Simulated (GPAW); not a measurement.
Runs of GPAW 26.7.0 on TePb. The structure is cubic, space group Fm-3m (No. 225). Conventional cell: a = 6.462 Å, b = 6.462 Å, c = 6.462 Å, α = 90.00°, β = 90.00°, γ = 90.00°. Pb (site symmetry m-3m) is surrounded by 6 Te at 3.23 Å. Te (site symmetry m-3m) has 6 Pb at 3.23 Å as nearest neighbours. 

```tsv
level	potentials or basis	gap on the mesh (eV)
LDA	the program's PAW data sets (release 1.2.1) made for this functional, pw	0.62
RPBE	the program's PAW data sets (release 1.2.1) made for this functional, pw	(a)
PBEsol	PAW data sets generated in the run's folder for this functional, pw	0.63
AM05	PAW data sets generated in the run's folder for this functional, pw	(b)
PBE	GPAW PAW data sets (gpaw-data 1.2.1), pw	0.69
```

Alike in all rows: task dielectric tensor; no spin polarisation; cell as given; k mesh 6 × 6 × 6; cutoff (eV) 400; smearing fermi-dirac 0.001 eV.

Task: Estimate the missing entries.

Result: (a) 0.76; (b) 0.67.

Caveats: the long-wavelength limit can be off by a per cent or two; spin-orbit coupling is left out, which as a rule narrows the gap of such compounds by several tenths of an eV; the gap is small at this level, which inflates the dielectric constant (some runs).

A k mesh can miss the band edges, and the runs leave out spin-orbit coupling on Pb, Te.
